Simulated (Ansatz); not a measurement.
Input and command of a plane-wave DFT calculation in Ansatz:

```yaml
crystal:
  lattice:
    - [4.0626003765, 0.0, 0.0]
    - [-2.0313001882, 3.5183151314, 0.0]
    - [2.0313001882, -1.1727717105, 2.9770575036]
  atoms:
    - { symbol: Si, position: [0.0, 0.0, 0.0] }
    - { symbol: Si, position: [0.75, 0.25, 0.75] }
basis:
  ecutwfc: 420
kpoints:
  mp_grid: { grid: [9, 9, 12] }
hamiltonian:
  xc: pbe
scf:
  occupations: { method: gaussian, width: 0.02 }
output:
  forces: true
  stress: true
  eigenvalues: true
relax:
  adjacent_minimum: "off"
  f_tol: 0.01
  max_steps: 50
  cell: { fix: [a, b, gamma], stress_tol: 0.1 }
```

```bash
ansatz run input.yaml --threads 1 --pin off --max-ram 2560MiB --backend cpu --events-out ev --progress --plain --runs-dir out
```

Processor: Intel(R) Xeon(R) 6975P-C (Granite Rapids), 1 thread, on a host shared with other jobs.

Q: Estimate time, memory and problem size.

A: About 20 s on 1 thread of Intel(R) Xeon(R) 6975P-C (Granite Rapids) (shared host), peak memory 0.44 GiB. It solves 8 bands at 275 k points (the mesh reduced by symmetry) with about 863 plane waves (on the last cell), in 24 SCF iterations over 6 ionic steps.
